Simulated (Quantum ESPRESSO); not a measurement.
Crystal: Rh.

```
CELL_PARAMETERS angstrom
0.00000 1.89785 1.89785
1.89785 0.00000 1.89785
1.89785 1.89785 0.00000
ATOMIC_POSITIONS crystal
Rh 0.00000 0.00000 0.00000
```

Base run:

| Item | Value |
| --- | --- |
| Program | Quantum ESPRESSO 7.5 |
| Functional | PBE |
| Potentials or basis | SG15 PBE 1.2 |
| Cutoff | 952 eV |
| Density cutoff | 3810 eV |
| k mesh | 12 × 12 × 12 |
| Occupations | fermi-dirac, width 0.05 eV |
| Spin | no spin polarisation |

Its results: band gap on the k mesh none (metal or under the smearing width); pressure 7.3 GPa.

**Question.** After a change of settings the same cell gave: band gap on the k mesh none (metal or under the smearing width); pressure 6.8 GPa. Which change was it?
A. functional from PBE to PBEsol
B. functional from PBE to AM05
C. potentials or basis from SG15 PBE 1.2 to SSSP 1.3 efficiency PBE; cutoff from 952 eV to 816 eV; density cutoff from 3810 eV to 3265 eV
D. functional from PBE to r2SCAN; k mesh from 12 × 12 × 12 to 9 × 9 × 9

**Answer.** C.

Not every run made on this cell is shown here.
